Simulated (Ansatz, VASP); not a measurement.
# One calculation of Sb, two programs

```xyz
1
Lattice="-1.8713 1.7310 1.8713 1.8713 -1.7310 1.8713 1.8713 1.7310 -1.8713" Properties=species:S:1:pos:R:3 pbc="T T T"
Sb    0.0000    0.0000    0.0000
```

Change from the starting cell: strain -0.0750 x Voigt [0, 1, 0, 0, 0, 0], atoms carried along.

Alike in both runs: task single point; functional PBE; dispersion D3(BJ); k mesh 18 × 18 × 18; occupations gaussian, width 0.15 eV; no spin polarisation.

|  | VASP | Ansatz |
| --- | --- | --- |
| version | VASP 6.6.1 | Ansatz 0.2.0 |
| potentials or method | VASP PAW PBE potentials, release 64 (Sb) | scalar-relativistic, plane waves, PAW |
| plane-wave cutoff (eV) | 520 | 420 |
| valence electrons in the cell | 5 | 15 |

```tsv
	VASP	Ansatz	Ansatz less VASP
gap on the k mesh at the Fermi level (eV)	none	none	-
pressure (GPa)	5.4	5.5	+0.10
largest component of the traceless stress (GPa)	2.16	2.16	0.000
```

A gap of «none» marks a metal or a gap that the smearing closes. The two sets of potentials don't hold the same shells in valence.

Caveats: pairwise dispersion overbinds metals, which lowers pressure and volume. The runs have no spin-orbit coupling, so splittings on Sb are missing.
